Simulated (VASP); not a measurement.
A run of VASP 6.6.1:

File INCAR:

```
ALGO = Fast
EDIFF = 1E-7
EDIFFG = -0.01
ENCUT = 600
GGA = PS
IBRION = 2
ISIF = 4
ISMEAR = 1
LASPH = True
LCHARG = False
LREAL = False
LWAVE = False
NELM = 80
NSW = 40
PREC = Accurate
SIGMA = 0.1
```

KPOINTS

```
k-points
0
Gamma
  15 15 7
```

File POSCAR:

```
Mg                                      
1.0
    3.2571787904      0.0000000000      0.0000000000
   -1.6285893952      2.8207995772      0.0000000000
    0.0000000000      0.0000000000      5.1888108343
  Mg            
     2
Direct
     0.3333333332999970    0.6666666667000030    0.2500000000000000
     0.6666666667000030    0.3333333332999970    0.7500000000000000
```

Potentials or basis: VASP PAW PBE potentials, release 64 (Mg).

The run is started by

```sh
$ cat potpaw_PBE.64/Mg/POTCAR > POTCAR
$ mpirun -np 1 vasp_std > vasp.out
```

Hardware: 1 thread of Intel(R) Xeon(R) Platinum 8375C CPU @ 2.90GHz (Ice Lake), with other jobs on the host.

Question: Estimate the wall time of this run.

Answer: Run time: 39 s on 1 thread of Intel(R) Xeon(R) Platinum 8375C CPU @ 2.90GHz (Ice Lake) (shared host), peak memory 0.2 GiB. Counts: scf iterations 11, k points 108, ion steps 1.
